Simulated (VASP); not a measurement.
# BAs (F-43m): a series in uniaxial stress along [001], part 2 of 2

Strain engineering needs slopes: what does uniaxial stress along [001] do to the lattice and the band edges of BAs?

VASP 6.6.1, plane waves and PAW; the level of theory is named at each step.

So far. Step 5 (Band edges, r2SCAN with spin-orbit coupling): The run ends at a pressure of 5.40 GPa.

## (6) The table

Runs beyond LDA use the data sets made with LDA; this shifts their levels slightly, and their total energies have another zero (at TB-mBJ, which has no energy functional, they mean nothing).

The other members went through these steps as far as the tables show, with the same cutoff and, step by step, the same mesh; 41 runs are not shown. The session took 2.4 core hours (wall time by ranks) on a shared machine.

```
strain along the axis (%)  strain across the axis (%)  stress along the axis, tension positive (GPa)  energy above the unstrained row (meV/atom)  gap on the mesh, LDA (eV)
                   -2.000                       0.450                                         -5.067                                       4.291                      0.753
                   -1.500                       0.332                                         -3.812                                       2.422                      0.849
                   -1.000                       0.218                                         -2.549                                       1.084                      0.945
                   -0.500                       0.107                                         -1.278                                       0.276                      1.041
                        0                       0.000                                         -0.001                                       0.000                      1.136
                    0.500                      -0.103                                          1.282                                       0.260                      1.093
                    1.000                      -0.204                                          2.569                                       1.049                      1.050
                    1.500                      -0.300                                          3.859                                       2.371                      1.008
                    2.000                      -0.394                                          5.150                                       4.222                      0.966
```

Slopes at zero strain, from cubics through all rows: strain ratio -0.211, stress over strain 256 GPa.

Band edges at TB-mBJ with spin-orbit coupling, counted from the valence-band top at Γ, spin-orbit pairs averaged, with one row partly withheld:

```
strain along the axis (%)  gap (eV)  conduction band at Γ (eV)  Δ or X valley along z (eV)  Δ or X valley along x (eV)  lowest conduction level at L, [111] (eV)  lowest conduction level at L, [-111] (eV)  second valence level below the top (eV)  third valence level below the top (eV)
                   -2.000     1.308                      3.476                       1.305                       1.627                                     3.200                                      3.200                                    0.218                                   0.380
                   -1.500     1.405                      3.523                       1.401                       1.641                                     3.240                                      3.240                                    0.158                                   0.326
                   -1.000         ?                      3.564                           ?                       1.653                                     3.273                                      3.273                                    0.101                                   0.276
                   -0.500     1.587                      3.598                       1.583                       1.662                                     3.296                                      3.296                                    0.047                                   0.234
                        0     1.669                      3.622                       1.665                       1.665                                     3.309                                      3.309                                    0.000                                   0.205
                    0.500     1.626                      3.596                       1.699                       1.622                                     3.268                                      3.268                                    0.038                                   0.232
                    1.000     1.583                      3.568                       1.732                       1.579                                     3.223                                      3.223                                    0.066                                   0.269
                    1.500     1.540                      3.539                       1.765                       1.537                                     3.173                                      3.173                                    0.084                                   0.315
                    2.000     1.498                      3.509                       1.797                       1.495                                     3.119                                      3.119                                    0.096                                   0.368
```

Band edges at r2SCAN with spin-orbit coupling, counted from the valence-band top at Γ, spin-orbit pairs averaged:

```
strain along the axis (%)  gap (eV)  conduction band at Γ (eV)  Δ or X valley along z (eV)  Δ or X valley along x (eV)  lowest conduction level at L, [111] (eV)  lowest conduction level at L, [-111] (eV)  second valence level below the top (eV)  third valence level below the top (eV)
                   -2.000     0.919                      3.121                       0.916                       1.266                                     2.932                                      2.932                                    0.209                                   0.381
                   -1.500     1.017                      3.168                       1.014                       1.274                                     2.970                                      2.970                                    0.152                                   0.329
                   -1.000     1.112                      3.210                       1.109                       1.281                                     3.000                                      3.000                                    0.097                                   0.282
                   -0.500     1.203                      3.243                       1.200                       1.285                                     3.021                                      3.021                                    0.046                                   0.243
                        0     1.288                      3.267                       1.284                       1.284                                     3.030                                      3.030                                    0.000                                   0.215
                    0.500     1.242                      3.241                       1.323                       1.239                                     2.989                                      2.989                                    0.037                                   0.240
                    1.000     1.197                      3.213                       1.360                       1.194                                     2.942                                      2.942                                    0.065                                   0.276
                    1.500     1.152                      3.183                       1.397                       1.150                                     2.889                                      2.889                                    0.085                                   0.320
                    2.000     1.109                      3.153                       1.434                       1.106                                     2.832                                      2.832                                    0.097                                   0.370
```

## (7) Fit and prediction

The quantity to fit is the splitting of the Δ or X valleys (z less x) at TB-mBJ with spin-orbit coupling: -0.323, -0.240, -0.079, 0.000, 0.077, 0.153, 0.228, 0.302 eV in the rows shown.

A least-squares parabola through the 8 rows shown, with d the strain along the axis less the strain across it, in %: E = − 0.001157 d² + 0.1289 d − 1.27e-6 (eV), r.m.s. residual 2.0e-5 eV.

For the withheld row, d = -1.218, the fit gives -0.1587 eV.

## (8) Prediction against calculation

The calculation gives -0.1587 eV, so the prediction is right to the last digit shown.

The splitting is Ξu times d, with d as a fraction, so the linear term gives Ξu = 12.9 eV.

## (9) Results

* Poisson ratio: 0.211
* Young's modulus along the axis: 256 GPa
* gap of the unstrained cell, TB-mBJ with spin-orbit coupling: 1.67 eV
* gap of the unstrained cell, r2SCAN with spin-orbit coupling: 1.29 eV
* shear deformation potential Ξu of the Δ or X valleys: 12.9 eV
* error of the predicted row: 0.0 meV

As a check, the curvature of the energy gives 256 GPa for the same modulus (energy per volume = E/2 × strain²), 0 % from the slope of the stress. At TB-mBJ with spin-orbit coupling the lowest conduction valley is Δ or X throughout, and the gap runs between 1.31 and 1.67 eV. At r2SCAN with spin-orbit coupling the lowest conduction valley is Δ or X throughout, and the gap runs between 0.92 and 1.29 eV. Hole masses are left out throughout, since the top bands are degenerate or cross in many series; of conduction masses, those of the Γ, L and (for Si and Ge under (001) strain) Δ valleys are kept where they change by under an eighth between rows. A measured gap of unstrained BAs is 4.12 eV (arxiv:1911.04914, direct gap from square of absorption coefficient, average of two samples, so it belongs beside the lowest direct gap, not the least one, 300 K); the static gaps here belong to the lattice relaxed at LDA. TB-mBJ is a potential fitted for gaps; it has no energy functional, so its total energies and forces mean nothing, and its bands tend to come out too narrow. r2SCAN opens gaps somewhat over GGA but leaves them below measured values as a rule. Δ or X levels are the lowest on their line, refined by a parabola unless they lie at X; the gap is read from all points sampled and can differ from the lowest valley by some meV, or by tens of meV where strain moves the valence top off Γ. Temperature, zero-point motion and excitons are left out.

[Lines on the potential files, build, host, timing and source positions are cut from VASP's logs without a mark.]

[Logs are printed without paths, hosts, clocks, repeated set-up lines and the standing remarks that a program may print on its own settings, such as how far it seeks lower states.]

[Hosts, paths, dates, database ids (printed as entryN), source tags and the programs' standing remarks are cut or masked in the printed files.]

[In band tables of VASP the shares of atoms and orbitals are scaled to a sum of 1 inside the atoms' spheres.]
